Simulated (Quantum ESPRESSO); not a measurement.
Runs of Quantum ESPRESSO 7.5 on AlNi3. It takes space group Pm-3m (No. 221, cubic). Conventional cell: a = 3.523 Å, b = 3.523 Å, c = 3.523 Å, α = 90.00°, β = 90.00°, γ = 90.00°. Ni (site symmetry 4/mmm) has 8 Ni at 2.49 Å and 4 Al at 2.49 Å as nearest neighbours. Al (site symmetry m-3m) has 12 Ni at 2.49 Å as nearest neighbours. The cell is a database's computed one.

```tsv
task	level	potentials or basis	spin	cell	k mesh	form of the LDA correlation	mixing beta	gap on the mesh (eV)	pressure (GPa)	moment (μB)
single point	PBEsol	GBRV 1.5 PBEsol	collinear, ferromagnetic start	as given	6 × 6 × 6	-	0.3	none	(a)	0.67
single point	PBEsol	GBRV 1.5 PBEsol	collinear, ferromagnetic start	atoms moved at random, drawn with an rms of 0.05 Å	8 × 8 × 8	-	0.3	none	-0.2	0.67
single point	PBEsol	GBRV 1.5 PBEsol	non-collinear, random start	as given	6 × 6 × 6	-	0.3	none	-0.6	0.67
single point	PBEsol	GBRV 1.5 PBEsol	off	as given	6 × 6 × 6	-	0.5	none	-0.8	-
```

Alike in all rows: cutoff (eV) 612; smearing fermi-dirac 0.05 eV.

Q: Estimate the missing entries.

A: (a) -0.7.

Caveats: non-collinear GGA energies in this program can be off by tens of meV an atom and hang on the start (some runs).

A gap of «none» marks a metal or a gap under the smearing width.
